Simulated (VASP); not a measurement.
These are LDA (Ceperley-Alder, Perdew-Zunger), VASP's LDA PAW potentials (set 64) (plane waves; VASP) values and carry that method's errors.

VASP input:

### INCAR
```
# general
SYSTEM   = NaBr
PREC     = Accurate
ENCUT    = 400
LREAL    = .FALSE.   # projection in real space or not
LASPH    = .TRUE.   # aspherical one-centre terms

# electronic loop
EDIFF    = 1E-8   # SCF stop (eV)
NELM     = 100
ALGO     = Normal   # blocked Davidson
LMAXMIX  = 4

# smearing
ISMEAR   = 0   # Gaussian
SIGMA    = 0.01   # width (eV)

# ions
IBRION   = 8   # DFPT with symmetry
NSW      = 1

# output
LWAVE    = .FALSE.
LCHARG   = .FALSE.

# other
LEPSILON = .TRUE.
```

KPOINTS:
```
kpoints
0
G
  8 8 8
```

### POSCAR
```
NaBr
1
    0.0000000000     2.8891804638     2.8891804638
    2.8891804638     0.0000000000     2.8891804638
    2.8891804638     2.8891804638     0.0000000000
Na Br
1 1
Direct
  0.0000000000   0.0000000000   0.0000000000
  0.5000000000   0.5000000000   0.5000000000
```

POTCAR, in this order: Na_pv Br (LDA.64 set). Program: vasp_std.

Output

OUTCAR:
```
 ion  position               nearest neighbor table
   1  0.000  0.000  0.000-
   2  0.500  0.500  0.500-
  LATTYP: Found a face centered cubic cell.
 ALAT       =     5.7783609276
 Subroutine PRICEL returns:
 Original cell was already a primitive cell.
 Subroutine GETGRP returns: Found 48 space group operations
The static configuration has the point symmetry O_h .
The dynamic configuration has the point symmetry O_h .
 Subroutine INISYM returns: Found 48 space group operations
 Subroutine IBZKPT returns following result:
 Found     29 irreducible k-points:

 Following reciprocal coordinates:
            Coordinates               Weight
  0.000000  0.000000  0.000000      1.000000
  0.125000  0.000000  0.000000      8.000000
  0.250000  0.000000  0.000000      8.000000
  0.375000  0.000000  0.000000      8.000000
  0.500000  0.000000  0.000000      4.000000
  0.125000  0.125000  0.000000      6.000000
  0.250000  0.125000  0.000000     24.000000
  0.375000  0.125000  0.000000     24.000000
  0.500000  0.125000  0.000000     24.000000
 -0.375000  0.125000  0.000000     24.000000
 -0.250000  0.125000  0.000000     24.000000
 -0.125000  0.125000  0.000000     12.000000
  0.250000  0.250000  0.000000      6.000000
  0.375000  0.250000  0.000000     24.000000
  0.500000  0.250000  0.000000     24.000000
 -0.375000  0.250000  0.000000     24.000000
 -0.250000  0.250000  0.000000     12.000000
  0.375000  0.375000  0.000000      6.000000
  0.500000  0.375000  0.000000     24.000000
 -0.375000  0.375000  0.000000     12.000000
  0.500000  0.500000  0.000000      3.000000
  0.375000  0.250000  0.125000     24.000000
  0.500000  0.250000  0.125000     48.000000
 -0.375000  0.250000  0.125000     24.000000
...
```

### OSZICAR
```
...
RMM:   6    -0.358522057250E+00   -0.57553E-08   -0.19082E-08  1204   0.106E-03
 Linear response to external field (no local field effect), progress :
  Direction:   2
       N       E                     dE             d eps       ncg     rms          rms(c)
RMM:   1    -0.316611728158E+00   -0.31661E+00   -0.59598E-01  1027   0.533E+00
RMM:   2    -0.362645623541E+00   -0.46034E-01   -0.23945E-02  1252   0.959E-01
RMM:   3    -0.362699748242E+00   -0.54125E-04   -0.31989E-04  1242   0.131E-01
RMM:   4    -0.362701165209E+00   -0.14170E-05   -0.10420E-05  1248   0.252E-02
RMM:   5    -0.362701295673E+00   -0.13046E-06   -0.34608E-07  1242   0.443E-03
RMM:   6    -0.362701300191E+00   -0.45186E-08   -0.21118E-08  1222   0.109E-03
 Linear response to external field (no local field effect), progress :
  Direction:   3
       N       E                     dE             d eps       ncg     rms          rms(c)
RMM:   1    -0.218712540158E+00   -0.21871E+00   -0.38927E-01  1043   0.460E+00
RMM:   2    -0.242220648737E+00   -0.23508E-01   -0.14075E-02  1199   0.791E-01
RMM:   3    -0.242280484493E+00   -0.59836E-04   -0.23636E-04  1187   0.119E-01
RMM:   4    -0.242281437538E+00   -0.95305E-06   -0.11155E-05  1191   0.254E-02
RMM:   5    -0.242281574194E+00   -0.13666E-06   -0.33589E-07  1181   0.484E-03
RMM:   6    -0.242281579690E+00   -0.54959E-08   -0.24353E-08  1145   0.118E-03
 Linear response to external field, progress :
  Direction:   1
       N       E                     dE             d eps       ncg     rms          rms(c)
RMM:   1    -0.286664272709E+00   -0.28666E+00   -0.57308E-01  2092   0.496E+00
RMM:   2    -0.321100722893E+00   -0.34436E-01   -0.18390E-02  2494   0.861E-01    0.125E+00
RMM:   3    -0.288282876986E+00    0.32818E-01   -0.40275E-02  2208   0.909E-01    0.615E-01
RMM:   4    -0.295055080152E+00   -0.67722E-02   -0.35524E-02  2264   0.841E-01    0.134E-01
RMM:   5    -0.302281468566E+00   -0.72264E-02   -0.93634E-04  2410   0.226E-01    0.241E-02
RMM:   6    -0.302106938379E+00    0.17453E-03   -0.73332E-05  2290   0.537E-02    0.842E-03
RMM:   7    -0.302142638476E+00   -0.35700E-04   -0.55439E-06  2553   0.160E-02    0.321E-03
RMM:   8    -0.302221231045E+00   -0.78593E-04   -0.40116E-07  2244   0.483E-03    0.392E-04
RMM:   9    -0.302216886431E+00    0.43446E-05   -0.74969E-08  2575   0.192E-03    0.311E-04
RMM:  10    -0.302219362725E+00   -0.24763E-05    0.74435E-09  2322   0.706E-04    0.201E-05
RMM:  11    -0.302219517068E+00   -0.15434E-06   -0.43538E-08  1945   0.195E-04    0.931E-06
 Linear response to external field, progress :
  Direction:   2
       N       E                     dE             d eps       ncg     rms          rms(c)
RMM:   1    -0.286430427600E+00   -0.28643E+00   -0.57074E-01  2106   0.499E+00
RMM:   2    -0.321097313214E+00   -0.34667E-01   -0.18523E-02  2491   0.871E-01    0.125E+00
RMM:   3    -0.288277045566E+00    0.32820E-01   -0.40300E-02  2205   0.910E-01    0.615E-01
RMM:   4    -0.295066405257E+00   -0.67894E-02   -0.35726E-02  2273   0.843E-01    0.134E-01
RMM:   5    -0.302287181130E+00   -0.72208E-02   -0.93749E-04  2406   0.227E-01    0.251E-02
RMM:   6    -0.302110302418E+00    0.17688E-03   -0.76033E-05  2285   0.551E-02    0.879E-03
RMM:   7    -0.302141193277E+00   -0.30891E-04   -0.65019E-06  2560   0.169E-02    0.325E-03
RMM:   8    -0.302221299976E+00   -0.80107E-04   -0.40431E-07  2256   0.494E-03    0.439E-04
RMM:   9    -0.302216942388E+00    0.43576E-05   -0.93973E-08  2569   0.204E-03    0.332E-04
RMM:  10    -0.302219434387E+00   -0.24920E-05   -0.10415E-08  2313   0.748E-04    0.192E-05
RMM:  11    -0.302219511753E+00   -0.77367E-07   -0.21464E-08  2015   0.207E-04    0.914E-06
 Linear response to external field, progress :
  Direction:   3
       N       E                     dE             d eps       ncg     rms          rms(c)
RMM:   1    -0.286449675979E+00   -0.28645E+00   -0.57093E-01  2106   0.499E+00
RMM:   2    -0.321097117497E+00   -0.34647E-01   -0.18524E-02  2491   0.871E-01    0.125E+00
RMM:   3    -0.288276994120E+00    0.32820E-01   -0.40302E-02  2203   0.910E-01    0.615E-01
RMM:   4    -0.295066289734E+00   -0.67893E-02   -0.35726E-02  2274   0.843E-01    0.134E-01
RMM:   5    -0.302287327155E+00   -0.72210E-02   -0.93739E-04  2408   0.227E-01    0.251E-02
RMM:   6    -0.302110331863E+00    0.17700E-03   -0.76014E-05  2289   0.550E-02    0.879E-03
RMM:   7    -0.302141216961E+00   -0.30885E-04   -0.65004E-06  2558   0.169E-02    0.325E-03
RMM:   8    -0.302221297506E+00   -0.80081E-04   -0.40450E-07  2251   0.495E-03    0.439E-04
RMM:   9    -0.302216939686E+00    0.43578E-05   -0.86104E-08  2574   0.204E-03    0.332E-04
RMM:  10    -0.302219433377E+00   -0.24937E-05   -0.16946E-08  2312   0.748E-04    0.192E-05
RMM:  11    -0.302219511499E+00   -0.78122E-07    0.99810E-08  2012   0.207E-04    0.914E-06
 Linear response DOF=           2
 Linear response progress:
  Degree of freedom:   1/  2
       N       E                     dE             d eps       ncg     rms          rms(c)
RMM:   1    -0.157438822194E+00   -0.15744E+00   -0.31361E-01  1442   0.654E+00
RMM:   2    -0.161349407457E+00   -0.39106E-02   -0.20958E-02  2036   0.122E+00    0.228E-02
RMM:   3    -0.161504394059E+00   -0.15499E-03   -0.66822E-04  2348   0.225E-01    0.967E-03
RMM:   4    -0.161531175837E+00   -0.26782E-04   -0.51050E-05  2552   0.623E-02    0.268E-03
RMM:   5    -0.161535969325E+00   -0.47935E-05   -0.24044E-06  2642   0.138E-02    0.143E-03
RMM:   6    -0.161537127576E+00   -0.11583E-05   -0.20883E-07  2456   0.402E-03    0.208E-04
RMM:   7    -0.161537315656E+00   -0.18808E-06   -0.35793E-08  2566   0.140E-03    0.132E-04
RMM:   8    -0.161537104416E+00    0.21124E-06   -0.61052E-09  2680   0.492E-04    0.262E-05
RMM:   9    -0.161537105148E+00   -0.73262E-09    0.28867E-09  2631   0.172E-04    0.114E-05
 Linear response progress:
  Degree of freedom:   2/  2
       N       E                     dE             d eps       ncg     rms          rms(c)
RMM:   1    -0.137762510589E+00   -0.13776E+00    0.94612E-02  2621   0.202E+00
RMM:   2    -0.138680484273E+00   -0.91797E-03   -0.69753E-04  2350   0.322E-01    0.523E-02
RMM:   3    -0.139144148972E+00   -0.46366E-03   -0.15252E-04  2354   0.877E-02    0.248E-02
RMM:   4    -0.139625343857E+00   -0.48119E-03   -0.48589E-05  2211   0.516E-02    0.776E-03
RMM:   5    -0.139662550994E+00   -0.37207E-04   -0.28900E-06  2438   0.151E-02    0.479E-03
RMM:   6    -0.139657734106E+00    0.48169E-05   -0.88235E-07  2190   0.603E-03    0.158E-03
RMM:   7    -0.139659847092E+00   -0.21130E-05   -0.66149E-08  2316   0.203E-03    0.666E-04
RMM:   8    -0.139654709121E+00    0.51380E-05   -0.52246E-09  2354   0.628E-04    0.750E-05
RMM:   9    -0.139654612171E+00    0.96950E-07    0.11424E-09  2373   0.186E-04    0.442E-05
RMM:  10    -0.139654649019E+00   -0.36848E-07    0.10146E-08  2457   0.701E-05    0.370E-06
RMM:  11    -0.139654669257E+00   -0.20238E-07    0.10993E-07  2386   0.266E-05    0.168E-06
RMM:  12    -0.139654669673E+00   -0.41678E-09    0.45418E-08  1945   0.947E-06    0.135E-06
 Linear response finished
```

### OUTCAR
```
------------------------ aborting loop because EDIFF is reached ----------------------------------------

 HEAD OF MICROSCOPIC STATIC DIELECTRIC TENSOR (INDEPENDENT PARTICLE, excluding Hartree and local field effects)
 ------------------------------------------------------
           3.409767    -0.000000    -0.000000
          -0.000000     3.409767    -0.000000
           0.000000    -0.000000     3.409767
 ------------------------------------------------------

 MACROSCOPIC STATIC DIELECTRIC TENSOR (including local field effects in DFT)
 ------------------------------------------------------
           3.060725    -0.000000     0.000000
          -0.000000     3.060725     0.000000
          -0.000000    -0.000000     3.060725
 ------------------------------------------------------

 PIEZOELECTRIC TENSOR (including local field effects)  for field in x, y, z        (e  Angst)
          XX          YY          ZZ          XY          YZ          ZX
  --------------------------------------------------------------------------------
  x     0.00000     0.00000     0.00000     0.00000     0.00000     0.00000
  y     0.00000     0.00000     0.00000     0.00000     0.00000     0.00000
  z     0.00000     0.00000     0.00000     0.00000     0.00000     0.00000

 PIEZOELECTRIC TENSOR (including local field effects)  for field in x, y, z        (C/m^2)
          XX          YY          ZZ          XY          YZ          ZX
  --------------------------------------------------------------------------------
  x     0.00000     0.00000     0.00000     0.00000     0.00000     0.00000
  y     0.00000     0.00000     0.00000     0.00000     0.00000     0.00000
  z     0.00000     0.00000     0.00000     0.00000     0.00000     0.00000

 BORN EFFECTIVE CHARGES (including local field effects) (in |e|, cummulative output)
 ---------------------------------------------------------------------------------
 ion    1
    1     1.10178    -0.00000     0.00000
    2     0.00000     1.10178     0.00000
    3     0.00000     0.00000     1.10178
 ion    2
    1    -1.10178     0.00000     0.00000
    2    -0.00000    -1.10178     0.00000
    3     0.00000     0.00000    -1.10178

   1 f  =    4.638104 THz    29.142065 2PiTHz  154.710486 cm-1    19.181647 meV
             X         Y         Z           dx          dy          dz
      0.000000  0.000000  0.000000    -0.000000   -0.880528    0.000000
      2.889180  2.889180  2.889180    -0.000000    0.473994    0.000000

   2 f  =    4.638104 THz    29.142065 2PiTHz  154.710486 cm-1    19.181647 meV
             X         Y         Z           dx          dy          dz
      0.000000  0.000000  0.000000     0.880528   -0.000000    0.000000
      2.889180  2.889180  2.889180    -0.473994    0.000000    0.000000

   3 f  =    4.638104 THz    29.142065 2PiTHz  154.710486 cm-1    19.181647 meV
             X         Y         Z           dx          dy          dz
      0.000000  0.000000  0.000000     0.000000    0.000000    0.880528
      2.889180  2.889180  2.889180     0.000000    0.000000   -0.473994

   4 f/i=    0.006877 THz     0.043210 2PiTHz    0.229397 cm-1     0.028442 meV
             X         Y         Z           dx          dy          dz
      0.000000  0.000000  0.000000    -0.287514   -0.376837    0.000000
      2.889180  2.889180  2.889180    -0.534109   -0.700041    0.000000

   5 f/i=    0.006877 THz     0.043210 2PiTHz    0.229397 cm-1     0.028442 meV
             X         Y         Z           dx          dy          dz
      0.000000  0.000000  0.000000     0.000000    0.000000   -0.473994
      2.889180  2.889180  2.889180     0.000000    0.000000   -0.880528

   6 f/i=    0.006877 THz     0.043210 2PiTHz    0.229397 cm-1     0.028442 meV
             X         Y         Z           dx          dy          dz
      0.000000  0.000000  0.000000    -0.376837    0.287514    0.000000
      2.889180  2.889180  2.889180    -0.700041    0.534109    0.000000

 MACROSCOPIC STATIC DIELECTRIC TENSOR IONIC CONTRIBUTION
 ------------------------------------------------------
           2.892338    -0.000000    -0.000000
          -0.000000     2.892338    -0.000000
          -0.000000    -0.000000     2.892338
 ------------------------------------------------------

 ELASTIC MODULI CONTR FROM IONIC RELAXATION (kBar)
 Direction    XX          YY          ZZ          XY          YZ          ZX
 --------------------------------------------------------------------------------
 XX           0.0000      0.0000      0.0000      0.0000      0.0000      0.0000
 YY           0.0000      0.0000      0.0000      0.0000      0.0000      0.0000
 ZZ           0.0000      0.0000      0.0000      0.0000      0.0000      0.0000
 XY           0.0000      0.0000      0.0000      0.0000      0.0000      0.0000
 YZ           0.0000      0.0000      0.0000      0.0000      0.0000      0.0000
 ZX           0.0000      0.0000      0.0000      0.0000      0.0000      0.0000
 --------------------------------------------------------------------------------

 PIEZOELECTRIC TENSOR IONIC CONTR  for field in x, y, z        (C/m^2)
          XX          YY          ZZ          XY          YZ          ZX
  --------------------------------------------------------------------------------
  x     0.00000     0.00000     0.00000     0.00000     0.00000     0.00000
  y     0.00000     0.00000     0.00000     0.00000     0.00000     0.00000
  z     0.00000     0.00000     0.00000     0.00000     0.00000     0.00000
```
(Selected blocks of OUTCAR.)

OUTCAR:
```
 val. band max:       -0.2669707700   @ k =   0.0000   0.0000   0.0000

 cond. band min:       3.8364220181   @ k =   0.0000   0.0000   0.0000


 Fermi energy:        -0.2220254554

 k-point     1 :       0.0000    0.0000    0.0000
  band No.  band energies     occupation
      1     -21.6568      2.00000
      2     -21.6568      2.00000
      3     -21.6568      2.00000
      4     -13.3515      2.00000
      5      -0.2670      2.00000
      6      -0.2670      2.00000
      7      -0.2670      2.00000
      8       3.8364      0.00000
      9       9.4257      0.00000
     10       9.4257      0.00000
     11       9.4257      0.00000

 k-point     2 :       0.1250    0.0000    0.0000
  band No.  band energies     occupation
      1     -21.6607      2.00000
      2     -21.6570      2.00000
      3     -21.6570      2.00000
      4     -13.2980      2.00000
      5      -0.7943      2.00000
      6      -0.3217      2.00000
      7      -0.3217      2.00000
      8       4.4464      0.00000
      9       8.9128      0.00000
     10       9.6299      0.00000
     11       9.6299      0.00000

 k-point     3 :       0.2500    0.0000    0.0000
  band No.  band energies     occupation
      1     -21.6698      2.00000
      2     -21.6576      2.00000
      3     -21.6576      2.00000
      4     -13.1642      2.00000
      5      -1.7426      2.00000
      6      -0.4480      2.00000
      7      -0.4480      2.00000
      8       5.4028      0.00000
      9       8.6683      0.00000
     10       9.6817      0.00000
     11       9.6817      0.00000

 k-point     4 :       0.3750    0.0000    0.0000
  band No.  band energies     occupation
      1     -21.6790      2.00000
      2     -21.6580      2.00000
      3     -21.6580      2.00000
      4     -13.0235      2.00000
      5      -2.4845      2.00000
      6      -0.5668      2.00000
      7      -0.5668      2.00000
      8       5.7120      0.00000
      9       9.3436      0.00000
...
```

The compound is NaBr in the rock salt structure. It was relaxed first, which changed the volume by -9 %.
